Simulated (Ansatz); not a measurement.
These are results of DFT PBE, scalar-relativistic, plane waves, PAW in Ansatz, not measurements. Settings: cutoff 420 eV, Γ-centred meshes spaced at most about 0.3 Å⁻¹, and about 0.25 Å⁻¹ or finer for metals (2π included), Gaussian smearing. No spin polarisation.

Each guess is relaxed in cell and atoms at zero pressure, on a coarse mesh first where it starts far from rest and then on a converged one. The steps can't lower the symmetry of the start, but it can rise. Energies are static (0 K, no zero-point motion).

Two unrelaxed guesses for Pb3O:

A.

Space group Im-3m (No. 229). a = 6.221 Å, b = 6.221 Å, c = 6.221 Å, α = 90.00°, β = 90.00°, γ = 90.00°
| atom | site | symmetry | x | y | z |
| --- | --- | --- | --- | --- | --- |
| Pb | 6b | 4/mm.m | 0.5000 | 0.0000 | 0.0000 |
| O | 2a | m-3m | 0.0000 | 0.0000 | 0.0000 |

B.

Space group Fm-3m (No. 225). a = 7.376 Å, b = 7.376 Å, c = 7.376 Å, α = 90.00°, β = 90.00°, γ = 90.00°
```csv
atom,site,symmetry,x,y,z
Pb,4b,m-3m,0.5000,0.0000,0.0000
Pb,8c,-43m,0.2500,0.7500,0.7500
O,4a,m-3m,0.0000,0.0000,0.0000
```

Problem. Do they relax into the same structure? If not, which is lower?

Solution. No. A ends lower, by 33 meV/atom. A: Im-3m at 30.1 Å³/atom → Im-3m at 27.1 Å³/atom; B: Fm-3m at 25.1 Å³/atom → Fm-3m (BiF3 (D0_3) type) at 24.6 Å³/atom. Counting Pb atoms around O (those within 1.25 times the shortest such distance or 1.15 times the sum of covalent radii; a plus sign parts nearer from farther groups; the shortest distance is added where it is long for a bond), the end of A has O 6 from 3.0 Å and the end of B has O 8+6 from 3.2 Å. End of A. Conventional cell: a = 6.008 Å. Pb is surrounded by 2 O at 3.00 Å and 4 Pb at 3.00 Å; O has 6 Pb at 3.00 Å (long contacts). End of B. Conventional cell: a = 7.332 Å. Around Pb on a site of symmetry m-3m lie 8 Pb at 3.18 Å and 6 O at 3.67 Å; Pb on a site of symmetry -43m is surrounded by 4 O at 3.18 Å, 4 Pb at 3.18 Å and 6 Pb at 3.67 Å; around O lie 8 Pb at 3.18 Å and 6 Pb at 3.67 Å (long contacts).

Ends held by symmetry can be saddle points. Even the lowest of the cells shown lies +0.15 eV/atom against the elements. These runs have no spin–orbit coupling, which can matter for Pb. Some structure types and database cells were kept out of the candidates from the start, so a known form may be missing.
